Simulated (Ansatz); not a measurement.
# AlCu₃: an elastic run with strain amplitude 0.0002

These are results of DFT PBEsol, scalar-relativistic, plane waves, PAW in Ansatz 0.2.0, not measurements.

Launched with:
```bash
ansatz run input.yaml --threads 1 --pin off --max-ram 3072MiB --backend cpu --events-out ev --progress --plain --runs-dir out
```

Input (bare energies are in eV):
```yaml
crystal:
  lattice:
    - [0.0, 2.8840620862, 2.8840620862]
    - [2.8840620862, 0.0, 2.8840620862]
    - [2.8840620862, 2.8840620862, 0.0]
  atoms:
    - { symbol: Al, position: [0.0, 0.0, 0.0] }
    - { symbol: Cu, position: [0.5, 0.5, 0.5] }
    - { symbol: Cu, position: [0.25, 0.25, 0.25] }
    - { symbol: Cu, position: [0.75, 0.75, 0.75] }
basis:
  ecutwfc: 420
kpoints:
  mp_grid: { grid: [12, 12, 12] }
hamiltonian:
  xc: pbesol
scf:
  occupations: { method: fermi_dirac, width: 0.15 }
output:
  forces: true
  stress: true
  eigenvalues: true
elastic:
  mode: relaxed_ion
  stencil: two_point
  amplitude: 0.0002
```

From the output:
```
--- Elastic constants: 2 strain directions × 2 members + reference (group order 48) ---
  dense FFT box of the reference and of every strained cell: 30×30×30
  strains applied: 11, 23; error gains: componentwise 1.00 (the most a stress slope's error grows in a printed constant), spectral 1.73 (1 for all six strains in a standard setting)
  C = ∂σ_k/∂η_j (tension-positive GPa; Voigt order 11 22 33 23 13 12):
       155.661    149.201    149.201     -0.000     -0.000      0.000
       149.201    155.661    149.201      0.000     -0.000     -0.000
       149.201    149.201    155.661     -0.000      0.000      0.000
        -0.000      0.000      0.000    118.628     -0.000     -0.000
         0.000     -0.000      0.000     -0.000    118.628      0.000
         0.000      0.000     -0.000     -0.000     -0.000    118.628
  reference stress σ⁰ (GPa):     -0.001     -0.001     -0.001      0.000     -0.000     -0.000
  C* (energy form; C + prestress term) asymmetry max|C*_kj − C*_jk| = 2.842e-14 GPa — a small one proves nothing (zero by symmetry where the batch's group is 432, −43m or m−3m); a large one is finite-difference/SCF noise where every solve ...
  moduli (Voigt/Reuss/Hill, GPa): K = 151.35/151.35/151.35   G = 72.47/7.76/40.11   E = 110.57   ν = 0.378
  mechanically stable: yes (min eigenvalue of sym C = 6.46 GPa)
  strain η (Voigt 11):  stress-route row diagonal C_11 = 155.66 GPa, energy-path curvature d²(F+E_count+ΔE)/dδ²/Ω₀ = 162.24 GPa
         δ    σ_11 (GPa) F (eV) n_scf n_hpsi n_pw
    -2.000e-4      -0.0314      -20291.6181297       9  109391    960   relax 0 steps, max|allowed force component| 5.55e-17 eV/Å
     2.000e-4       0.0309      -20291.6181306       7   87485    960   relax 0 steps, max|allowed force component| 5.55e-17 eV/Å
  strain η (Voigt 23):  stress-route row diagonal C_44 = 118.63 GPa, energy-path curvature d²(F+E_count+ΔE)/dδ²/Ω₀ = 123.21 GPa
         δ    σ_23 (GPa) F (eV) n_scf n_hpsi n_pw
    -2.000e-4      -0.0237      -20291.6181308      14  212125    960   relax 1 steps, max|allowed force component| 9.18e-6 eV/Å
     2.000e-4       0.0237      -20291.6181308      14  212101    960   relax 1 steps, max|allowed force component| 9.18e-6 eV/Å
```

Time: 72 s on 1 thread of Intel(R) Xeon(R) 6975P-C (Granite Rapids), on a shared host, peak memory 0.71 GiB.

Beside the reference run (Plane waves to 420 eV; Γ-centred k mesh 12×12×12; Fermi-Dirac smearing of 0.15 eV. No spin polarisation.), the elastic coefficients (GPa; two-point stencil, strain 0.002 and ions relaxed unless stated):
```json
{"setting": "reference run", "C11": "155.5", "C12": "149.0", "C44": "118.1"}
{"setting": "strain amplitude 0.0002", "C11": "155.7", "C12": "149.2", "C44": "118.6"}
```

In a metal, frequencies and elastic constants depend on the k mesh and the smearing, soft modes and shear constants most.